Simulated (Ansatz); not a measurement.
System: Ru (fcc type), 1 atom in the cell.

All numbers below come from PBE, plane waves, PAW datasets (earlier set, tuned by hand) (Ansatz 0.2.0 development build).

Cutoff 660 eV; k-mesh 12×12×12 Γ-centred; Fermi–Dirac smearing of 0.1 eV; no spin polarisation.

```yaml
crystal:
  lattice:
    - [0.00000, 1.90500, 1.90500]
    - [1.90500, 0.00000, 1.90500]
    - [1.90500, 1.90500, 0.00000]
  atoms:
    - { symbol: Ru, position: [0.00000, 0.00000, 0.00000] }
```
Lattice in Å, positions in fractions of it.

What pressure does the calculation give?

The pressure is 0.12 GPa, so at these settings the cell is compressed and would expand.

The stress includes the program's correction for the finite plane-wave basis.

This cubic structure is a model: it isn't the usual form of the substance at ambient conditions, and such phases are metastable or hypothetical. The k-mesh is modest, so these values aren't fully converged in k.
